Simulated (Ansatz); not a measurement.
Ta2N:

```xyz
3
Lattice="3.1129 0.0000 0.0000 -1.5564 2.6958 0.0000 0.0000 0.0000 4.8698" Properties=species:S:1:pos:R:3 pbc="T T T"
Ta    0.0000    1.7972    1.2404
Ta    1.5564    0.8986    3.6294
N     0.0000    0.0000    0.0000
```

The cell comes from a database or a generator and needn't be the stable form of this composition.

Program: Ansatz 0.2.0. Alike in all runs: potentials or basis Ansatz PAW; cell as given.

**Question.** Order these runs on this cell by their pressure, lowest first.
A. level r2SCAN; spin SOC, no magnetisation; k mesh 5 × 5 × 3; cutoff (eV) 500; smearing fermi-dirac 0.1 eV; other keys hamiltonian.xc = r2scan; mesh quality coarse
B. level r2SCAN50+D3(BJ)-ATM; spin SOC, no magnetisation; k mesh 5 × 5 × 3; cutoff (eV) 500; smearing fermi-dirac 0.05 eV; other keys crystal.symmetry = detect False; mesh quality coarse
C. level PBE; spin off; k mesh 10 × 10 × 6; cutoff (eV) 420; smearing fermi-dirac 0.05 eV; mesh quality not flagged

**Answer.** B (-17.0 GPa), A (-5.3 GPa), C (-1.3 GPa).

Caveats: some runs use coarse meshes; the PAW data sets come from PBE, with cores solved anew for the run's functional, which leaves a small shift of forces and pressure (some runs); so large a pressure means that the cell lies far from this level's equilibrium, or that cutoff or potentials fall short (some runs); pairwise dispersion overbinds metals, which lowers pressure and volume (some runs); the thresholds are loose for stress (some runs).
